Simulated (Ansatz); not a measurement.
Mo:

```
Mo
1.0
     2.82448   -0.01805   -0.04836
    -1.42787    2.31755    0.01455
    -0.04517   -0.01038    2.53733
Mo
1
Direct
  0.00000 0.00000 0.50000
```

The cell isn't the ideal one: cell sheared at random, sigma 0.01, atoms nudged by 0.01 Å.

- Program: Ansatz 0.2.0
- Task: relaxation of cell and atoms
- Functional: PBEsol0
- Potentials or basis: Ansatz PAW
- Cutoff: 420 eV (not typed: the program's choice for these potentials)
- k mesh: 6 × 6 × 5
- Occupations: fermi-dirac, width 0.05 eV
- Spin: no spin polarisation

At the start: volume 16.54 Å³/atom.

Problem. How do energy, volume and symmetry change on relaxing?

Solution. It ends after 18 steps and the volume is 15.09 Å³/atom (-8.8 %); space group R-3m (No. 166, to 0.05 Å).

The path:
```
step  energy change (eV)  largest force (eV/Å)  volume (Å³)
   1              0.0000                0.0000        16.54
   2             -0.0873                0.0000        15.79
   3             -0.1991                0.0000        15.78
   4             -0.3582                0.0000        15.52
   5             -0.5251                0.0000        15.42
   6             -0.7527                0.0000        15.15
   7             -0.8821                0.0000        14.79
   8             -0.9130                0.0000        14.80
   9             -0.9195                0.0000        15.08
  10             -0.9221                0.0000        14.92
  11             -0.9230                0.0000        14.94
  12             -0.9230                0.0000        14.95
  13             -0.9230                0.0000        14.95
  14             -0.9618                0.0000        14.95
  15             -0.9687                0.0000        15.06
  16             -0.9689                0.0000        15.09
  17             -0.9689                0.0000        15.09
  18             -0.9690                0.0000        15.09
```

Final structure:
```xyz
1
Lattice="2.9774 0.0004 -0.8611 -1.4881 2.1713 0.4269 -0.7774 -0.0084 2.5588" Properties=species:S:1:pos:R:3 pbc="T T T"
Mo   -0.3887   -0.0042    1.2794
```

Caveat: the k mesh is coarse (spacing up to 0.50 Å⁻¹), so the values aren't converged, least of all with exact exchange; the plane-wave basis is chosen anew once the cell has moved, so the energies of steps on either side of that aren't comparable; the PAW data sets come from PBE, with cores solved anew for the run's functional, which leaves a small shift of forces and pressure.
